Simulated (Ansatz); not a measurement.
The system is CdS.

```xyz
2
Lattice="4.2612 0.0000 0.0000 -2.1306 3.6903 0.0000 0.0000 0.0000 5.8042" Properties=species:S:1:pos:R:3 pbc="T T T"
Cd    0.0000    0.0000    2.5695
S     2.1306    1.2301    2.5208
```

Measurements of this composition are mostly on another form, of space group No. 186.

* Program: Ansatz 0.2.0
* Task: relaxation of cell and atoms
* Functional: BLYP
* Dispersion: D4
* Potentials or basis: Ansatz PAW
* Cutoff: 420 eV (not typed: the program's choice for these potentials)
* k mesh: 7 × 7 × 5
* Occupations: fermi-dirac, width 0.05 eV
* Spin: no spin polarisation

At the start: volume 45.64 Å³/atom.

Question: Where does the relaxation end?

Answer: It ends after 22 steps and the volume is 21.13 Å³/atom (-53.7 %); space group P-6m2 (No. 187, to 0.05 Å).

Step by step:
```
step  energy change (eV)  largest force (eV/Å)  volume (Å³)
   1              0.0000                0.0084        91.27
   2             -0.0034                0.0079        90.46
   3             -0.0183                0.0105        86.28
   4             -0.0377                0.0158        81.79
   5             -0.0625                0.0243        77.18
   6             -0.0920                0.0365        72.56
   7             -0.1235                0.0533        67.93
   8             -0.1505                0.0880        63.02
   9             -0.1713                0.1493        58.00
  10             -0.2077                0.0444        57.47
  11             -0.2191                0.1035        55.18
  12             -0.2244                0.0709        52.44
  13             -0.2259                0.0039        52.44
  14             -0.2262                0.0104        52.21
  15             -0.2269                0.0083        51.45
  16             -0.2280                0.0209        50.44
  17             -0.2339                0.0696        48.38
  18             -0.2649                0.2018        44.78
  19             -0.3023                0.1763        42.02
  20             -0.3152                0.0377        42.70
  21             -0.3179                0.0060        42.26
  22             -0.3149                0.0060        42.26
```

Final structure:
```
Cd S
1.0
     3.75720    0.00000    0.00000
    -1.87860    3.25383    0.00000
     0.00000    0.00000    3.45659
Cd S
1 1
Direct
  0.00000 0.00000 0.68752
  0.66667 0.33333 0.18948
```

Caveat: the volume moved by over 15 % at a fixed basis, so the end points are rough; the plane-wave basis is chosen anew once the cell has moved, so the energies of steps on either side of that aren't comparable; pairwise dispersion overbinds metals, which lowers pressure and volume; the PAW data sets come from PBE, with cores solved anew for the run's functional, which leaves a small shift of forces and pressure.
